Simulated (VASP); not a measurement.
The system is LiCl.

```
Li Cl
1.0
     3.27112    0.00000    0.00000
     0.00000    3.27112    0.00000
     0.00000    0.00000    3.27112
Li Cl
1 1
Direct
  0.00000 0.00000 0.00000
  0.50000 0.50000 0.50000
```

The cell was built by a generator and needn't be a form met in nature.

Base run:

| Quantity | Value |
| --- | --- |
| Program | VASP 6.6.1 |
| Functional | PBE0 |
| Potentials or basis | VASP PAW PBE potentials, release 64 (Li_sv, Cl) |
| Cutoff | 520 eV |
| k mesh | 6 × 6 × 6 |
| Occupations | gaussian, width 0.01 eV |
| Spin | no spin polarisation |

Its results: band gap on the k mesh 6.41 eV, indirect (least direct gap 7.18 eV).

Problem. The run is repeated on the same cell with these changes: functional from PBE0 to PBE; further incar settings from ALGO = Normal; EDIFF = 1e-06; NBANDS = 12 to ALGO = Normal; EDIFF = 1e-08. What comes out?

Solution. Band gap on the k mesh 4.43 eV, indirect (least direct gap 5.22 eV).

A k mesh can miss the band edges.
